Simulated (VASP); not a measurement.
A run of VASP 6.6.1 is set up as follows.

INCAR

```
SYSTEM = PbSe
PREC = Accurate
ENCUT = 520
EDIFF = 1E-6
ISMEAR = -1
SIGMA = 0.05
LREAL = .False.
LASPH = .True.
NELM = 100
ALGO = Normal
ISIF = 2
LWAVE = .False.
LCHARG = .False.
GGA = PS
NBANDS = 17
```

KPOINTS

```
regular mesh
0
Gamma
  8 8 8
  0 0 0
```

File POSCAR:

```
PbSe
1.0
    0.0000000000      3.0192847941      3.0192847941
    3.0192847941      0.0000000000      3.0192847941
    3.0192847941      3.0192847941      0.0000000000
Pb Se
1 1
Direct
    0.0000000000      0.0000000000      0.0000000000
    0.5000000000      0.5000000000      0.5000000000
```

Potentials or basis: VASP PAW PBE potentials, release 64 (Pb_d, Se).

Launch:

```bash
$ cat potpaw_PBE.64/Pb_d/POTCAR potpaw_PBE.64/Se/POTCAR > POTCAR
$ mpirun -np 1 vasp_std > vasp.out
```

**Question.** What does it give for the pressure?

**Answer.** 1.8 GPa.

**Question.** Estimate the band gap on the k mesh.

**Answer.** 0.06 eV, direct.

Caveat: the PAW data sets were made with another functional, which shifts forces and pressure a little; spin-orbit coupling is left out, which moves the levels of the heavy elements.

**Experimental background.**

From a printed reference work, monograph, for a bulk crystal of PbSe at 4.2 K: band gap 0.15 eV (direct).

Measured gap of PbSe: 0.15 eV (direct; 4.2 K; a printed reference work, monograph). This calculation gives 0.06 eV (-0.09 eV). 2 values of this kind are on record (0.15 to 0.28 eV); this one was drawn at random. Spin-orbit coupling on Pb, Se is left out. The value is that of PBEsol on a finite k mesh, which can miss the band edges, without temperature or zero-point motion. Semilocal functionals fall short of measured gaps as a rule.
